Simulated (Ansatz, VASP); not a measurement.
**Ru: VASP beside Ansatz**

```
CELL_PARAMETERS angstrom
2.87800 0.00000 0.00000
-1.43900 2.49242 0.00000
0.00000 0.00000 3.94620
ATOMIC_POSITIONS crystal
Ru 0.33333 0.66667 0.25000
Ru 0.66667 0.33333 0.75000
```

Alike in both runs: task single point; functional PBEsol; k mesh 18 × 18 × 10; occupations gaussian, width 0.15 eV; no spin polarisation.

```csv
,VASP,Ansatz
version,VASP 6.6.1,Ansatz 0.2.0
potentials or method,"VASP PAW PBE potentials, release 64 (Ru_pv)","scalar-relativistic, plane waves, PAW"
plane-wave cutoff (eV),520,420
valence electrons in the cell,28,32
```

Ansatz gave:

| Item | Value |
| --- | --- |
| gap on the k mesh at the Fermi level (eV) | none |
| pressure (GPa) | -10.3 |
| largest component of the traceless stress (GPa) | 30.31 |

Problem. Estimate VASP's values.

Solution. gap on the k mesh at the Fermi level (eV): none; pressure (GPa): -10.5; largest component of the traceless stress (GPa): 30.28.

A gap of «none» marks a metal or a gap that the smearing closes. The two sets of potentials don't hold the same shells in valence. Ansatz warned: «pseudo_functional_mismatch».

Caveats: the PAW data sets were made with another functional, which shifts forces and pressure a little (VASP).
